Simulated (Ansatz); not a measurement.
An Ansatz input:

```yaml
crystal:
  lattice:
    - [0.0, 2.1170716256, 2.1170716256]
    - [2.1170716256, 0.0, 2.1170716256]
    - [2.1170716256, 2.1170716256, 0.0]
  atoms:
    - { symbol: Ga, position: [0.0, 0.0, 0.0] }
hamiltonian:
  xc: pbe
  pseudopotentials:
    kind: paw_fr
    azcp:
      Ga: "pseudopotentials/Ga.paw.azcp"
basis:
  ecutwfc: 420
  fft_grid_basis: typed
kpoints:
  mp_grid: { grid: [13, 13, 13], shift: [0, 0, 0] }
magnetization:
  noncollinear: true
  spin_orbit: true
scf:
  occupations: { method: fermi_dirac, width: 0.1 }
```

Output

```
Engine: ansatz 0.2.0, x86_64-unknown-linux-gnu
Pseudopotentials: kind: paw_fr
Pseudopotential: Ga, paw_fr, valence charge 13, recommended cutoff 420 eV (normal) 
Functional definition: PBE
  parameter kappa = 0.804
  parameter beta = 0.06672455060314922
  exchange = pbe_x(kappa = kappa, mu = beta*pi^2/3)
  correlation = pbe_c(beta = beta)
non-collinear run that drives no moment, with spin-orbit: no starting moment large enough to seed its density (crystal.atoms[].spin), no starting occupations that ask for one, no magnetisation constraint and no magnetic field, so the semilocal B_xc is pinned to zero
Crystal: 1 atoms, lattice volume = 18.977 Å³
Basis set: ecut = 420 eV, 339 PW (Γ)
Bands: 22, of which v1, the nominal top of the filled ones, is band 13 counted from 1 (12 counted from 0)
Symmetry: 48 space group operations + 48 with time reversal
Magnetic group: BNS 225.117 (UNI 1619), of the structure as read, at distance tolerance 2.7e-5 Å
k-points: 84 of 2197
Projection manifold: j_resolved (fully-relativistic pseudo-atomic orbitals)
Non-local potential: Ga, projectors of the file, l = 0: 2, l = 1: 4, l = 2: 6, l = 3: 2
PAW form: soft (Blöchl's): semilocal exchange-correlation on the pseudo side does not see the compensation charge
PAW one-centre angular grid: Ga, 590 points (default); XC on 64 Gauss nodes
Initial density: superposition of atomic densities (chi_scale 0.1, normalization cell)
Initial wavefunctions: pseudopotential atomic-orbital guess
Functional: x = pbe(κ = 0.804, μ = 0.2195149727645171), c = pbe(β = 0.06672455060314922)
SCF iter   1: F=—  HF=-3783.108505 eV  |F-HF|=—  |Δ(HF+E_count)|=         —  Δρ=1.85e-2  dr2=6.15e-2  dr2_m=0.00e0 (ungated)  ethr=3.10e-3  |M|=0.00e0 ∫|m|=0.00e0 μB  |m|>n=0.0e0 m-floor=0.0e0 τ_xc=0.0e0  β_m=0.30  ⟨swp⟩=7.9  Hψ=6405  notcnv=0  defer=14
SCF iter   2: F=—  HF=-3783.089840 eV  |F-HF|=—  |Δ(HF+E_count)|=   1.87e-2  Δρ=1.27e-2  dr2=2.57e-2  dr2_m=0.00e0 (ungated)  ethr=4.73e-4  |M|=0.00e0 ∫|m|=0.00e0 μB  |m|>n=0.0e0 m-floor=0.0e0 τ_xc=0.0e0  β_m=0.55  ⟨swp⟩=2.0  Hψ=1483  notcnv=0  defer=264
SCF iter   3: F=—  HF=-3783.083313 eV  |F-HF|=—  |Δ(HF+E_count)|=   6.53e-3  Δρ=4.43e-3  dr2=1.22e-3  dr2_m=0.00e0 (ungated)  ethr=1.98e-4  |M|=0.00e0 ∫|m|=0.00e0 μB  |m|>n=0.0e0 m-floor=0.0e0 τ_xc=0.0e0  β_m=0.76  ⟨swp⟩=2.1  Hψ=1523  notcnv=0  defer=264
SCF iter   4: F=—  HF=-3783.083692 eV  |F-HF|=—  |Δ(HF+E_count)|=   3.79e-4  Δρ=2.01e-3  dr2=5.64e-4  dr2_m=0.00e0 (ungated)  ethr=9.37e-6  |M|=0.00e0 ∫|m|=0.00e0 μB  |m|>n=0.0e0 m-floor=0.0e0 τ_xc=0.0e0  β_m=0.69  ⟨swp⟩=2.0  Hψ=1552  notcnv=0  defer=268
SCF iter   5: F=—  HF=-3783.083168 eV  |F-HF|=—  |Δ(HF+E_count)|=   5.25e-4  Δρ=3.30e-4  dr2=5.49e-6  dr2_m=0.00e0 (ungated)  ethr=4.34e-6  |M|=0.00e0 ∫|m|=0.00e0 μB  |m|>n=0.0e0 m-floor=0.0e0 τ_xc=0.0e0  β_m=0.75  ⟨swp⟩=2.0  Hψ=1328  notcnv=0  defer=268
SCF iter   6: F=—  HF=-3783.083168 eV  |F-HF|=—  |Δ(HF+E_count)|=   5.19e-7  Δρ=2.25e-4  dr2=3.54e-6  dr2_m=0.00e0 (ungated)  ethr=4.23e-8  |M|=0.00e0 ∫|m|=0.00e0 μB  |m|>n=0.0e0 m-floor=0.0e0 τ_xc=0.0e0  β_m=0.87  ⟨swp⟩=2.0  Hψ=1215  notcnv=0  defer=268
SCF iter   7: F=—  HF=-3783.083168 eV  |F-HF|=—  |Δ(HF+E_count)|=   1.00e-7  Δρ=3.85e-5  dr2=1.05e-7  dr2_m=0.00e0 (ungated)  ethr=2.72e-8  |M|=0.00e0 ∫|m|=0.00e0 μB  |m|>n=0.0e0 m-floor=0.0e0 τ_xc=0.0e0  β_m=0.92  ⟨swp⟩=2.0  Hψ=1334  notcnv=0  defer=268
SCF iter   8: F=-3783.083168 eV  HF=-3783.083168 eV  |F-HF|=4.55e-13  |Δ(HF+E_count)|=   8.21e-9  Δρ=3.59e-6  dr2=8.78e-10  dr2_m=0.00e0 (ungated)  ethr=7.69e-10  |M|=0.00e0 ∫|m|=0.00e0 μB  |m|>n=0.0e0 m-floor=0.0e0 τ_xc=0.0e0  ⟨swp⟩=2.1  Hψ=1813  notcnv=0
SCF 1 converged in 8 iterations: F = -3783.083168 eV  dr2 = 8.78e-10
SCF converged after 8 iterations
Magnetization: |M| = 0.0000 μB,  M = (+0.0000, +0.0000, +0.0000) μB
Absolute magnetization: 0.0000 μB (∫|m|)
  site 0: m = (+0.0000, +0.0000, +0.0000) μB, |m| = 0.0000 μB  (R = 1.24 Å)
Free energy (F): -3783.083168 eV
Harris-Foulkes:  -3783.083168 eV  (|F-HF|=4.55e-13)
Internal energy: -3783.071041 eV  (E = F + TS)
E sigma→0 (E₀):  -3783.077105 eV
Entropy (-TS):   -0.012128 eV (-12.128 meV/atom)
Fermi energy:    9.698596 eV
--- Per-component energies (eV) ---
  E_band       = -35.837985
  E_kinetic    = 114.524443
  E_local      = -1785.580089  (includes V_loc(G=0)·N_el)
  E_nonlocal   = 422.253226
  E_hartree    = 838.335417
  E_xc         = -69.380803
  E_vxc        = -58.104908  (∫ρ·V_xc dr)
  E_paw        = -1985.666653  (= ΣΔE_a)
  E_vpaw       = -405.599774  (= ΣTr[D̂ρ^β])
  E_aug_tail   = -0.000115  (compensation charges beyond the density's cutoff)
  E_ewald      = -1317.556467
  E_smearing   = -0.012128  (= −TS)
  E_closure    = -0.000000  (closes the sum)
  Σ components = -3783.083168   (vs F -3783.083168, Δ=0.00e0)
```
